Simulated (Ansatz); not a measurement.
A (110) slab of Ta (Fm-3m (No. 225)), 8 planes, outer planes Ta (top) and Ta (bottom), with 8 atoms (Ta8) in a surface cell of A = 12.610 Å², as cut from the bulk:

```
Ta
1.0
     2.98613    0.00000    0.00000
     0.00000    4.22302    0.00000
     0.00000    0.00000   25.45144
Ta
8
Direct
  0.50000 0.50000 0.29468
  0.00000 0.00000 0.35334
  0.50000 0.50000 0.41201
  0.00000 0.00000 0.47067
  0.50000 0.50000 0.52933
  0.00000 0.00000 0.58799
  0.50000 0.50000 0.64666
  0.00000 0.00000 0.70532
```

Method: DFT PBE, scalar-relativistic, plane waves, PAW (Ansatz 0.2.0). Settings: cutoff 420 eV, Γ-centred mesh 12×8×1 on the computed 8-atom cell, Gaussian smearing of 0.10 eV; no spin polarisation.

Against the same 8 atoms in the bulk, the slab as cut lies 4.225 eV higher and the relaxed slab 3.811 eV higher.

Question: Work out the surface energy before and after relaxation.

Answer: The slab has two faces, so γ = (E_slab − N·E_bulk)/(2A), the mean of both. As cut: 4.225/(2 × 12.610) = 0.1675 eV/Å², and 1 eV/Å² = 16.02 J/m², so γ = 2.68 J/m². Relaxed: 3.811/(2 × 12.610) = 0.1511 eV/Å² = 2.42 J/m². Relaxation recovers 10 % of the cost of cutting.

Question: A cut through this plane breaks about 6 nearest-neighbour bonds a surface cell. What does each broken bond cost, before relaxation?

Answer: One cut makes two faces and costs 2γA = 4.225 eV, shared by 6 bonds: 0.70 eV a bond. In a metal this is less than the cohesive energy a bond, since the bonds that remain at the surface strengthen.

Question: What is the ideal work of this cut, per area?

Answer: Griffith's ideal work is 2γ: 5.37 J/m² if the new faces stay rigid, 4.84 J/m² if they relax. One thickness was run, 8 planes, so γ can still shift with it.

The reference crystal is the fcc form of Ta, which isn't its usual structure.

Cutting fcc Ta along (110) is costly because the bonding is carried largely by a partly filled 5d band, and the surface atoms lose part of the d-d overlap that stabilises it. The cost per broken bond stays modest because band energy grows less than linearly with coordination, so the remaining bonds take up some of the loss. The same effect usually pulls the outer plane of an open face such as fcc (110) inward, which probably accounts for much of the drop from 2.68 to 2.42 J/m².

Some of that gain may have another origin. Ta favours bcc, and an fcc interior freed from its ideal positions can lower its energy by distorting, which would count towards γ without being a surface effect. The unrelaxed value is free of this ambiguity. Neither value should be read as the surface energy of ordinary Ta(110): in bcc the (110) plane is the most densely packed, whereas in fcc it is an open, ridged one, so the shared index describes different surfaces.
